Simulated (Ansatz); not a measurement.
**Relaxing Cu**

Level of theory: Ansatz 0.2.0, DFT PBE, scalar-relativistic, plane waves, PAW. Settings: 420 eV cutoff, 20×20×20 k-mesh, Gaussian smearing of 0.10 eV, no spin polarisation.

What was changed in Na: Na → Cu on all its sites, cell and atoms relaxed.

Command:

```bash
ansatz run input.yaml --threads 1 --pin off --max-ram 2560MiB --backend cpu --events-out ev --progress --plain --runs-dir out
```

Input:

```yaml
crystal:
  lattice:
    - [-1.4439589036, 1.4439589036, 1.4439589036]
    - [1.4439589036, -1.4439589036, 1.4439589036]
    - [1.4439589036, 1.4439589036, -1.4439589036]
  atoms:
    - { symbol: Cu, position: [0.0, 0.0, 0.0] }
basis:
  ecutwfc: 420
kpoints:
  mp_grid: { grid: [20, 20, 20] }
hamiltonian:
  xc: pbe
scf:
  occupations: { method: gaussian, width: 0.1 }
output:
  forces: true
  stress: true
  eigenvalues: true
relax:
  adjacent_minimum: "off"
  f_tol: 0.01
  max_steps: 60
  cell: { stress_tol: 0.1 }
```

F is the free energy. Steps run on the plane waves of an earlier cell, but the last one, and at times one on the way, on a freshly chosen basis, so a repeated geometry can differ a little in energy.

Steps:

| step | F − F(1) (eV) | largest force component (eV/Å) | V (Å³/atom) | P (GPa) |
| --- | --- | --- | --- | --- |
| 1 | 0.0000 | 0.000 | 12.043 | -0.45 |
| 2 | -0.0001 | 0.000 | 12.023 | -0.22 |
| 3 | -0.0001 | 0.000 | 12.003 | 0.00 |
| 4 | -0.0001 | 0.000 | 12.003 | 0.00 |

Relaxed structure:

```yaml
crystal:
  lattice:
    - [-1.44236, 1.44236, 1.44236]
    - [1.44236, -1.44236, 1.44236]
    - [1.44236, 1.44236, -1.44236]
  atoms:
    - { symbol: Cu, position: [0.00000, 0.00000, 0.00000] }
```

It takes space group Im-3m (No. 229, cubic). The conventional cell has a = 2.885 Å, b = 2.885 Å, c = 2.885 Å, α = 90.00°, β = 90.00°, γ = 90.00°. Around Cu (site symmetry m-3m) lie 8 Cu at 2.50 Å.

The run converged. Time: 6 s on 1 thread of Intel(R) Xeon(R) 6975P-C (Granite Rapids) (shared host), peak memory 0.36 GiB.